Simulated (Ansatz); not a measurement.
# ZnS and the effect of the share of exact exchange

Symmetry: P6_3mc, No. 186, hexagonal system. Conventional cell: a = 3.811 Å, b = 3.811 Å, c = 6.234 Å, α = 90.00°, β = 90.00°, γ = 120.00°. Zn (site symmetry 3m) is surrounded by 4 S at 2.31 to 2.40 Å. S (site symmetry 3m) has 4 Zn at 2.31 to 2.40 Å as nearest neighbours.

Kept alike: task single point; k mesh 5 × 5 × 3; occupations fermi-dirac, width 0.05 eV; no spin polarisation. Program: Ansatz, Ansatz PAW, cutoff 420 eV. The mesh is that of the run's cell of 4 atoms. No spin-orbit coupling.

| run | pressure (GPa) |
| --- | --- |
| A | 1.50 |
| B | 2.08 |
| C | 2.38 |
| D | 1.24 |
| E | 1.70 |
| F | 1.95 |

Pressure is positive in compression, with a Pulay correction for the finite cutoff. The exact exchange is short-ranged, of HSE form. All rows use potentials made for PBE. The mesh is thin for exact exchange.

Task: The runs differ in the share of exact exchange alone: 0; 0.1; 0.15; 0.25; 0.35; 0.5. Which run is which?

Result: Run A is 0.35; run B is 0.1; run C is 0; run D is 0.5; run E is 0.25; run F is 0.15. The pressure falls from 2.38 to 1.24 GPa between 0 and 0.5. Exact exchange shortens the bonds here, so the pressure at fixed cell falls.
